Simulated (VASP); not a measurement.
Level of theory: PBE GGA, VASP's PBE PAW potentials (set 64) (plane waves; VASP).

A VASP calculation is set up with these files.

**INCAR**
```
ALGO = Normal
EDIFF = 1E-8
ENCUT = 400
GGA = PE
IBRION = 8
ISMEAR = 0
LASPH = T
LCHARG = F
LEPSILON = T
LMAXMIX = 4
LREAL = F
LWAVE = F
NELM = 100
NSW = 1
PREC = Accurate
SIGMA = 0.01
SYSTEM = CsPbI3
```

**KPOINTS**
```
Regular mesh
0
G
  4 4 4
```

### POSCAR
```
CsPbI3
1
    6.3538012517     0.0000000000    -0.0000000000
   -0.0000000000     6.3538012517     0.0000000000
    0.0000000000    -0.0000000000     6.3538012517
Cs Pb I
1 1 3
Direct
  0.0000000000   0.0000000000   0.0000000000
  0.5000000000   0.5000000000   0.5000000000
  0.5000000000   0.0000000000   0.5000000000
  0.0000000000   0.5000000000   0.5000000000
  0.5000000000   0.5000000000   0.0000000000
```

POTCAR, in this order: Cs_sv Pb_d I (PBE.64 set). Program: vasp_std.

Output

**OUTCAR**
```
 ion  position               nearest neighbor table
   1  0.000  0.000  0.000-
   2  0.500  0.500  0.500-   3 3.18   4 3.18   5 3.18   5 3.18   3 3.18   4 3.18
   3  0.500  0.000  0.500-   2 3.18   2 3.18
   4  0.000  0.500  0.500-   2 3.18   2 3.18
   5  0.500  0.500  0.000-   2 3.18   2 3.18
  LATTYP: Found a simple cubic cell.
 ALAT       =     6.3538012517
 Subroutine PRICEL returns:
 Original cell was already a primitive cell.
 Subroutine GETGRP returns: Found 48 space group operations
The static configuration has the point symmetry O_h .
The dynamic configuration has the point symmetry O_h .
 Subroutine INISYM returns: Found 48 space group operations
 Subroutine IBZKPT returns following result:
 Found     10 irreducible k-points:

 Following reciprocal coordinates:
            Coordinates               Weight
  0.000000  0.000000  0.000000      1.000000
  0.250000  0.000000  0.000000      6.000000
  0.500000  0.000000  0.000000      3.000000
  0.250000  0.250000  0.000000     12.000000
  0.500000  0.250000  0.000000     12.000000
  0.500000  0.500000  0.000000      3.000000
  0.250000  0.250000  0.250000      8.000000
  0.500000  0.250000  0.250000     12.000000
  0.500000  0.500000  0.250000      6.000000
  0.500000  0.500000  0.500000      1.000000
 Subroutine IBZKPT_HF returns following result:
   k-points           NKPTS =     10   k-points in BZ     NKDIM =     10   number of bands    NBANDS=     26
   number of dos      NEDOS =    301   number of ions     NIONS =      5
   total plane-waves  NPLWV =  74088
   dimension x,y,z NGX =    42 NGY =   42 NGZ =   42
   dimension x,y,z NGXF=    84 NGYF=   84 NGZF=   84
   ions per type =               1   1   3
   PREC   = accura    normal or accurate (medium, high low for compatibility)
   ISTART =      0    job   : 0-new  1-cont  2-samecut
   ICHARG =      2    charge: 1-file 2-atom 10-const
   ISPIN  =      1    spin polarized calculation?
...
```

File OSZICAR:
```
...
RMM:  11    -0.502194499746E+01   -0.37694E-04   -0.34786E-06  1575   0.337E-03    0.256E-04
RMM:  12    -0.502193924221E+01    0.57552E-05   -0.32789E-06  1622   0.139E-03    0.997E-05
RMM:  13    -0.502193668117E+01    0.25610E-05   -0.31478E-06  1563   0.666E-04    0.437E-05
RMM:  14    -0.502193429580E+01    0.23854E-05   -0.62766E-07  1256   0.434E-04    0.261E-05
RMM:  15    -0.502193348625E+01    0.80955E-06    0.10976E-06  1074   0.346E-04    0.431E-06
 Linear response to external field, progress :
  Direction:   3
       N       E                     dE             d eps       ncg     rms          rms(c)
RMM:   1    -0.472596472144E+01   -0.47260E+01   -0.25826E+01  1613   0.566E+00
RMM:   2    -0.490925994361E+01   -0.18330E+00   -0.10108E-01  1534   0.172E+00    0.378E+00
RMM:   3    -0.473313339955E+01    0.17613E+00   -0.34651E-01  1374   0.254E+00    0.202E+00
RMM:   4    -0.490258243683E+01   -0.16945E+00   -0.43769E-01  1474   0.276E+00    0.417E-01
RMM:   5    -0.499374972177E+01   -0.91167E-01   -0.21345E-02  1568   0.778E-01    0.102E-01
RMM:   6    -0.501588517759E+01   -0.22135E-01   -0.21462E-03  1582   0.238E-01    0.585E-02
RMM:   7    -0.502057288474E+01   -0.46877E-02   -0.51656E-04  1566   0.104E-01    0.201E-02
RMM:   8    -0.502161431989E+01   -0.10414E-02   -0.40075E-05  1581   0.355E-02    0.938E-03
RMM:   9    -0.502207332543E+01   -0.45901E-03    0.23857E-05  1512   0.171E-02    0.365E-03
RMM:  10    -0.502190595863E+01    0.16737E-03    0.20476E-05  1623   0.727E-03    0.782E-04
RMM:  11    -0.502194253884E+01   -0.36580E-04   -0.16041E-06  1589   0.322E-03    0.265E-04
RMM:  12    -0.502193870701E+01    0.38318E-05    0.27615E-07  1601   0.137E-03    0.121E-04
RMM:  13    -0.502193729079E+01    0.14162E-05    0.82029E-07  1572   0.646E-04    0.598E-05
RMM:  14    -0.502193463438E+01    0.26564E-05    0.53950E-07  1263   0.421E-04    0.231E-05
RMM:  15    -0.502193363531E+01    0.99908E-06    0.65218E-07  1104   0.332E-04    0.505E-06
 Linear response DOF=           4
 Linear response progress:
  Degree of freedom:   1/  4
       N       E                     dE             d eps       ncg     rms          rms(c)
RMM:   1    -0.192399289667E+00   -0.19240E+00    0.90050E-02  1663   0.929E-01
RMM:   2    -0.194707023566E+00   -0.23077E-02   -0.43737E-03  1586   0.208E-01    0.176E-02
RMM:   3    -0.194922471027E+00   -0.21545E-03   -0.17672E-04  1500   0.557E-02    0.776E-03
RMM:   4    -0.194990004324E+00   -0.67533E-04   -0.35079E-05  1573   0.205E-02    0.362E-03
RMM:   5    -0.195033682278E+00   -0.43678E-04   -0.52782E-06  1540   0.937E-03    0.104E-03
RMM:   6    -0.195030811958E+00    0.28703E-05   -0.74380E-07  1666   0.342E-03    0.706E-04
RMM:   7    -0.195018892681E+00    0.11919E-04   -0.14908E-07  1559   0.174E-03    0.312E-04
RMM:   8    -0.195022942732E+00   -0.40501E-05   -0.29005E-08  1467   0.727E-04    0.795E-05
RMM:   9    -0.195023626273E+00   -0.68354E-06   -0.12067E-08  1628   0.377E-04    0.266E-05
RMM:  10    -0.195023079843E+00    0.54643E-06   -0.62590E-09  1609   0.153E-04    0.192E-05
RMM:  11    -0.195023465474E+00   -0.38563E-06   -0.61213E-09  1614   0.756E-05    0.499E-06
RMM:  12    -0.195023471871E+00   -0.63965E-08   -0.60037E-09  1617   0.439E-05    0.327E-06
 Linear response progress:
  Degree of freedom:   2/  4
       N       E                     dE             d eps       ncg     rms          rms(c)
RMM:   1    -0.341146598434E+00   -0.34115E+00   -0.24185E-01  1444   0.371E+00
RMM:   2    -0.342374735567E+00   -0.12281E-02   -0.95902E-03  1424   0.577E-01    0.790E-02
RMM:   3    -0.342084840733E+00    0.28989E-03   -0.47253E-04  1475   0.133E-01    0.547E-02
RMM:   4    -0.341595096869E+00    0.48974E-03   -0.83488E-05  1470   0.564E-02    0.732E-03
RMM:   5    -0.341679972474E+00   -0.84876E-04   -0.10023E-05  1528   0.184E-02    0.305E-03
RMM:   6    -0.341699007811E+00   -0.19035E-04   -0.16162E-06  1547   0.693E-03    0.777E-04
RMM:   7    -0.341700699380E+00   -0.16916E-05   -0.30342E-07  1535   0.255E-03    0.410E-04
RMM:   8    -0.341705545694E+00   -0.48463E-05   -0.88923E-08  1499   0.135E-03    0.580E-05
RMM:   9    -0.341705343685E+00    0.20201E-06   -0.27094E-08  1600   0.590E-04    0.352E-05
RMM:  10    -0.341705361004E+00   -0.17319E-07    0.53546E-09  1564   0.286E-04    0.132E-05
RMM:  11    -0.341705438238E+00   -0.77234E-07    0.95544E-10  1627   0.151E-04    0.599E-06
RMM:  12    -0.341705461497E+00   -0.23258E-07   -0.87914E-09  1612   0.986E-05    0.218E-06
RMM:  13    -0.341705467532E+00   -0.60354E-08   -0.26655E-09  1587   0.682E-05    0.140E-06
 Linear response progress:
  Degree of freedom:   3/  4
       N       E                     dE             d eps       ncg     rms          rms(c)
RMM:   1    -0.897918573743E-01   -0.89792E-01    0.60403E-02  2666   0.778E-01
RMM:   2    -0.898379440771E-01   -0.46087E-04   -0.19005E-03  2389   0.220E-01    0.412E-02
RMM:   3    -0.900400528448E-01   -0.20211E-03   -0.24799E-04  2400   0.799E-02    0.138E-02
RMM:   4    -0.901538448720E-01   -0.11379E-03   -0.26363E-05  2378   0.227E-02    0.776E-03
RMM:   5    -0.902596978678E-01   -0.10585E-03   -0.11689E-05  2341   0.142E-02    0.315E-03
RMM:   6    -0.902558277080E-01    0.38702E-05   -0.63483E-07  2447   0.478E-03    0.165E-03
RMM:   7    -0.902469763924E-01    0.88513E-05   -0.17697E-07  2309   0.215E-03    0.311E-04
RMM:   8    -0.902493165378E-01   -0.23401E-05   -0.29308E-08  2380   0.709E-04    0.233E-04
RMM:   9    -0.902489201727E-01    0.39637E-06   -0.19495E-08  2304   0.502E-04    0.527E-05
RMM:  10    -0.902483447233E-01    0.57545E-06   -0.10451E-08  2411   0.186E-04    0.467E-05
RMM:  11    -0.902485644246E-01   -0.21970E-06   -0.26702E-08  2441   0.909E-05    0.892E-06
RMM:  12    -0.902484556948E-01    0.10873E-06    0.41835E-08  2553   0.603E-05    0.711E-06
RMM:  13    -0.902484660951E-01   -0.10400E-07   -0.48995E-08  2514   0.460E-05    0.519E-06
RMM:  14    -0.902484790629E-01   -0.12968E-07    0.19878E-08  2202   0.402E-05    0.905E-07
RMM:  15    -0.902484812158E-01   -0.21530E-08    0.55666E-09  1907   0.382E-05    0.465E-07
 Linear response progress:
  Degree of freedom:   4/  4
       N       E                     dE             d eps       ncg     rms          rms(c)
RMM:   1    -0.892168704000E-01   -0.89217E-01    0.77657E-02  1878   0.867E-01
RMM:   2    -0.893035293603E-01   -0.86659E-04   -0.18963E-03  1491   0.249E-01    0.722E-02
RMM:   3    -0.897498589969E-01   -0.44633E-03   -0.51528E-04  1610   0.105E-01    0.621E-02
RMM:   4    -0.900236906581E-01   -0.27383E-03   -0.58568E-05  1469   0.366E-02    0.232E-02
RMM:   5    -0.901710869623E-01   -0.14740E-03   -0.13679E-05  1575   0.185E-02    0.411E-03
RMM:   6    -0.901686849893E-01    0.24020E-05   -0.14056E-06  1541   0.642E-03    0.116E-03
RMM:   7    -0.901795053733E-01   -0.10820E-04   -0.22447E-07  1550   0.243E-03    0.410E-04
RMM:   8    -0.901762453958E-01    0.32600E-05   -0.29986E-08  1582   0.949E-04    0.196E-04
RMM:   9    -0.901766385956E-01   -0.39320E-06   -0.11109E-08  1617   0.372E-04    0.187E-04
RMM:  10    -0.901767204321E-01   -0.81837E-07   -0.77670E-09  1664   0.144E-04    0.424E-05
RMM:  11    -0.901766512903E-01    0.69142E-07   -0.67386E-09  1498   0.103E-04    0.377E-05
RMM:  12    -0.901766284913E-01    0.22799E-07   -0.32266E-08  1747   0.561E-05    0.155E-05
RMM:  13    -0.901766264302E-01    0.20610E-08   -0.61298E-09  1630   0.400E-05    0.112E-05
 Linear response finished
```

File OUTCAR:
```
------------------------ aborting loop because EDIFF is reached ----------------------------------------

 HEAD OF MICROSCOPIC STATIC DIELECTRIC TENSOR (INDEPENDENT PARTICLE, excluding Hartree and local field effects)
 ------------------------------------------------------
           7.953827    -0.000000     0.000000
          -0.000000     7.953827     0.000000
          -0.000000    -0.000000     7.953827
 ------------------------------------------------------

 MACROSCOPIC STATIC DIELECTRIC TENSOR (including local field effects in DFT)
 ------------------------------------------------------
           7.549331     0.000000     0.000000
           0.000000     7.549331    -0.000000
          -0.000000     0.000000     7.549331
 ------------------------------------------------------

 PIEZOELECTRIC TENSOR (including local field effects)  for field in x, y, z        (e  Angst)
          XX          YY          ZZ          XY          YZ          ZX
  --------------------------------------------------------------------------------
  x     0.00000     0.00000     0.00000     0.00000     0.00000     0.00000
  y     0.00000     0.00000     0.00000     0.00000     0.00000     0.00000
  z     0.00000     0.00000     0.00000     0.00000     0.00000     0.00000

 PIEZOELECTRIC TENSOR (including local field effects)  for field in x, y, z        (C/m^2)
          XX          YY          ZZ          XY          YZ          ZX
  --------------------------------------------------------------------------------
  x     0.00000     0.00000     0.00000     0.00000     0.00000     0.00000
  y     0.00000     0.00000     0.00000     0.00000     0.00000     0.00000
  z     0.00000     0.00000     0.00000     0.00000     0.00000     0.00000

 BORN EFFECTIVE CHARGES (including local field effects) (in |e|, cummulative output)
 ---------------------------------------------------------------------------------
 ion    1
    1     1.59961    -0.00000     0.00000
    2    -0.00000     1.59961     0.00000
    3     0.00000    -0.00000     1.59961
 ion    2
    1     5.19217     0.00000    -0.00000
    2     0.00000     5.19217     0.00000
    3    -0.00000    -0.00000     5.19217
 ion    3
    1    -0.37126     0.00000    -0.00000
    2     0.00000    -6.04926    -0.00000
    3     0.00000    -0.00000    -0.37126
 ion    4
    1    -6.04926    -0.00000     0.00000
    2     0.00000    -0.37126     0.00000
    3    -0.00000     0.00000    -0.37126
 ion    5
    1    -0.37126    -0.00000     0.00000
    2    -0.00000    -0.37126     0.00000
    3    -0.00000     0.00000    -6.04926

   1 f  =    2.077655 THz    13.054293 2PiTHz   69.303117 cm-1     8.592488 meV
             X         Y         Z           dx          dy          dz
      0.000000  0.000000  0.000000    -0.000128   -0.019511    0.000000
      3.176901  3.176901  3.176901    -0.002920   -0.444638    0.000000
      3.176901  0.000000  3.176901    -0.000951    0.871764   -0.000000
      0.000000  3.176901  3.176901     0.005725   -0.144742   -0.000000
      3.176901  3.176901  0.000000    -0.000951   -0.144742    0.000000

   2 f  =    2.077655 THz    13.054293 2PiTHz   69.303117 cm-1     8.592488 meV
             X         Y         Z           dx          dy          dz
      0.000000  0.000000  0.000000     0.000000    0.000000   -0.019512
      3.176901  3.176901  3.176901     0.000000    0.000000   -0.444647
      3.176901  0.000000  3.176901     0.000000   -0.000000   -0.144745
      0.000000  3.176901  3.176901    -0.000000    0.000000   -0.144745
      3.176901  3.176901  0.000000     0.000000    0.000000    0.871783

   3 f  =    2.077655 THz    13.054293 2PiTHz   69.303117 cm-1     8.592488 meV
             X         Y         Z           dx          dy          dz
      0.000000  0.000000  0.000000    -0.019511    0.000128   -0.000000
      3.176901  3.176901  3.176901    -0.444638    0.002920    0.000000
      3.176901  0.000000  3.176901    -0.144742   -0.005725   -0.000000
      0.000000  3.176901  3.176901     0.871764    0.000951    0.000000
      3.176901  3.176901  0.000000    -0.144742    0.000951    0.000000

   4 f  =    0.608502 THz     3.823328 2PiTHz   20.297426 cm-1     2.516559 meV
             X         Y         Z           dx          dy          dz
      0.000000  0.000000  0.000000    -0.074654   -0.438555   -0.151320
      3.176901  3.176901  3.176901     0.115151    0.676457    0.233406
      3.176901  0.000000  3.176901    -0.048655    0.240294   -0.098621
      0.000000  3.176901  3.176901     0.040904   -0.285824   -0.098621
      3.176901  3.176901  0.000000    -0.048655   -0.285824    0.082911

   5 f  =    0.608502 THz     3.823328 2PiTHz   20.297426 cm-1     2.516559 meV
             X         Y         Z           dx          dy          dz
      0.000000  0.000000  0.000000     0.462567   -0.082094    0.009718
      3.176901  3.176901  3.176901    -0.713493    0.126627   -0.014990
      3.176901  0.000000  3.176901     0.301473    0.044981    0.006334
      0.000000  3.176901  3.176901    -0.253450   -0.053504    0.006334
      3.176901  3.176901  0.000000     0.301473   -0.053504   -0.005325

   6 f  =    0.608502 THz     3.823328 2PiTHz   20.297426 cm-1     2.516559 meV
             X         Y         Z           dx          dy          dz
      0.000000  0.000000  0.000000    -0.035507   -0.147416    0.444758
      3.176901  3.176901  3.176901     0.054768    0.227384   -0.686024
      3.176901  0.000000  3.176901    -0.023141    0.080772    0.289867
      0.000000  3.176901  3.176901     0.019455   -0.096077    0.289867
      3.176901  3.176901  0.000000    -0.023141   -0.096077   -0.243692

   7 f  =    0.009846 THz     0.061864 2PiTHz    0.328424 cm-1     0.040719 meV
             X         Y         Z           dx          dy          dz
      0.000000  0.000000  0.000000     0.001116   -0.010542    0.500184
      3.176901  3.176901  3.176901     0.001152   -0.010882    0.516343
      3.176901  0.000000  3.176901     0.000889   -0.008574    0.398285
      0.000000  3.176901  3.176901     0.000908   -0.008394    0.398285
      3.176901  3.176901  0.000000     0.000889   -0.008394    0.406810

   8 f  =    0.009846 THz     0.061864 2PiTHz    0.328424 cm-1     0.040719 meV
...
```
(Selected blocks of OUTCAR.)

The dielectric response may not be converged in the k-mesh; for small gaps it tends to come out too large.

The compound is CsPbI3 in the cubic perovskite structure, the ideal cubic form; the compound distorts at low or room temperature. It was relaxed first.
